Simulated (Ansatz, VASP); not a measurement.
# Two plane-wave programs on AgCl

File POSCAR:

```
AgCl
1.0
    3.4584064207      0.0000000000      0.0000000000
    0.0000000000      3.4584064207      0.0000000000
    0.0000000000      0.0000000000      3.3955880419
Ag Cl
1 1
Direct
    0.0000000000      0.0000000000      0.0000000000
    0.5000000000      0.5000000000      0.5000000000
```

File INCAR.step1:

```
SYSTEM = AgCl
ALGO     = Normal         ! electronic algorithm
EDIFF    = 1E-4           ! SCF threshold, eV
ENCUT    = 520            ! plane-wave cutoff, eV
GGA      = PE             ! functional
ISMEAR   = 0              ! smearing method
LASPH    = .TRUE.         ! aspherical terms in the spheres
LCHARG   = .FALSE.        ! write CHGCAR
LREAL    = .FALSE.        ! projectors in reciprocal space
LWAVE    = .TRUE.         ! write WAVECAR
NBANDS   = 16             ! bands
NELM     = 100            ! most SCF steps
PREC     = Accurate       ! precision mode
SIGMA    = 0.01           ! smearing width, eV
```

Contents of INCAR.step2:

```
SYSTEM = AgCl
ALGO     = Normal         ! electronic algorithm
EDIFF    = 1E-6           ! SCF threshold, eV
ENCUT    = 520            ! plane-wave cutoff, eV
ISIF     = 2              ! what is computed and relaxed
ISMEAR   = 0              ! smearing method
ISTART   = 1            
LASPH    = .TRUE.         ! aspherical terms in the spheres
LCHARG   = .TRUE.         ! write CHGCAR
LELF     = .TRUE.         ! ELF
LMIXTAU  = .TRUE.       
LREAL    = .FALSE.        ! projectors in reciprocal space
LVHAR    = .TRUE.       
LWAVE    = .FALSE.        ! write WAVECAR
METAGGA  = R2SCAN         ! meta-GGA
NBANDS   = 16             ! bands
NELM     = 100            ! most SCF steps
PREC     = Accurate       ! precision mode
SIGMA    = 0.01           ! smearing width, eV
```

KPOINTS

```
k-points
0
G
  8 8 8
  0 0 0
```

Input for Ansatz:

```yaml
crystal:
  lattice:
    - [3.4584064207, 0.0, 0.0]
    - [0.0, 3.4584064207, 0.0]
    - [0.0, 0.0, 3.3955880419]
  atoms:
    - { symbol: Ag, position: [0.0, 0.0, 0.0] }
    - { symbol: Cl, position: [0.5, 0.5, 0.5] }
kpoints:
  mp_grid: { grid: [8, 8, 8] }
  band_path:
    path: [[0.0, 0.0, 0.0], [0.0, 0.5, 0.0], [0.5, 0.5, 0.0], [0.5, 0.5, 0.5]]
    npoints: 1
hamiltonian:
  xc: r2scan
scf:
  occupations: { method: fixed }
  n_extra_bands: 4
output:
  forces: true
  stress: true
  eigenvalues: true
  write_density: true
  write_potential: true
  elf: true
  volumetric_format: npy
```

Change from the starting cell: biaxial_xy strain +1.9%.

Alike in both runs: task single point; functional r2SCAN; k mesh 8 × 8 × 8; no spin polarisation.

|  | VASP | Ansatz |
| --- | --- | --- |
| version | VASP 6.6.1 | Ansatz 0.2.0 |
| potentials or method | VASP PAW PBE potentials, release 64 (Ag, Cl) | plane waves, PAW |
| plane-wave cutoff (eV) | 520 | 500 |
| occupations | gaussian, width 0.01 eV | fixed |
| valence electrons in the cell | 18 | 26 |

```tsv
	VASP	Ansatz	Ansatz less VASP
gap on the k mesh at the Fermi level (eV)	1.14	1.18	+0.039
pressure (GPa)	-2.0	-1.9	+0.09
largest component of the traceless stress (GPa)	0.68	0.69	+0.007
```

The two sets of potentials don't hold the same shells in valence.

Caveats: the PAW data sets were made with another functional, which shifts forces and pressure a little (VASP). A k mesh can miss the band edges.
